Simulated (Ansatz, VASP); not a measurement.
Given: the input of a run of Ansatz 0.2.0 on NiO.

File input.yaml:

```yaml
crystal:
  lattice:
    - [0.0, 2.0719018797, 2.0719018797]
    - [2.0719018797, 0.0, 2.0719018797]
    - [2.0719018797, 2.0719018797, 0.0]
  atoms:
    - { symbol: Ni, position: [0.0, 0.0, 0.0], spin: 1.0 }
    - { symbol: O, position: [0.5, 0.5, 0.5] }
hamiltonian:
  xc: revpbe
  pseudopotentials: { kind: paw }
magnetization:
  spin_polarized: true
kpoints:
  mp_grid: { grid: [11, 11, 11] }
scf:
  occupations: { method: fermi_dirac, width: 0.05 }
output:
  forces: true
  stress: true
  eigenvalues: true
```

Potentials or basis: Ansatz PAW.

The run is started by

```console
$ ansatz run input.yaml --threads 2 --pin off --max-ram 5120MiB --backend cpu --events-out ev --progress --plain --runs-dir out
```

Problem. Set up the same calculation for VASP 6.6.1. Potentials there: VASP PAW PBE potentials, release 64 (Ni, O).

Solution. As run (the cutoff follows the program's own potentials):

The input INCAR:

```
SYSTEM = NiO
PREC = Accurate
ENCUT = 520
EDIFF = 1E-7
ISMEAR = -1
SIGMA = 0.05
LREAL = .FALSE.
LASPH = .TRUE.
NELM = 150
ALGO = Normal
ISIF = 2
LWAVE = .FALSE.
LCHARG = .FALSE.
ISPIN = 2
MAGMOM = 1 0
LORBIT = 11
LMAXMIX = 4
GGA = RE
NBANDS = 19
```

Contents of KPOINTS:

```
Automatic mesh
0
G
  11 11 11
  0 0 0
```

Contents of POSCAR:

```
NiO
1.0
    0.0000000000      2.0719018797      2.0719018797
    2.0719018797      0.0000000000      2.0719018797
    2.0719018797      2.0719018797      0.0000000000
Ni O
1 1
Direct
    0.0000000000      0.0000000000      0.0000000000
    0.5000000000      0.5000000000      0.5000000000
```

Potentials or basis: VASP PAW PBE potentials, release 64 (Ni, O).

Launch:

```bash
$ cat potpaw_PBE.64/Ni/POTCAR potpaw_PBE.64/O/POTCAR > POTCAR
$ mpirun -np 1 vasp_std > vasp.out
```

Both were run:

|  | VASP | Ansatz | Ansatz less VASP |
| --- | --- | --- | --- |
| gap on the k mesh at the Fermi level (eV) | none | none | - |
| pressure (GPa) | 14.9 | 15.4 | +0.44 |
| net moment per atom (μB) | 0.85 | 0.88 | +0.023 |
| size of the moment on the site where the two differ most (μB) | 0.26 | 0.28 | +0.024 |

Site moments also hang on the region over which each program counts them. A gap of «none» marks a metal or a gap that the smearing closes. The functional is the same, so the differences come from potentials, cutoffs and numerics. The two sets of potentials don't hold the same shells in valence.

Caveats: a cell with one magnetic atom can't hold antiferromagnetic order, which such compounds often take; semilocal functionals often make such compounds metallic where correlation or magnetic order opens a gap, which also shifts bond lengths; the PAW data sets were made with another functional, which shifts forces and pressure a little (VASP); the pressure holds a Pulay correction of +0.7 GPa for the finite cutoff (Ansatz); the PAW data sets come from PBE, with cores solved anew for the run's functional, which leaves a small shift of forces and pressure (Ansatz).
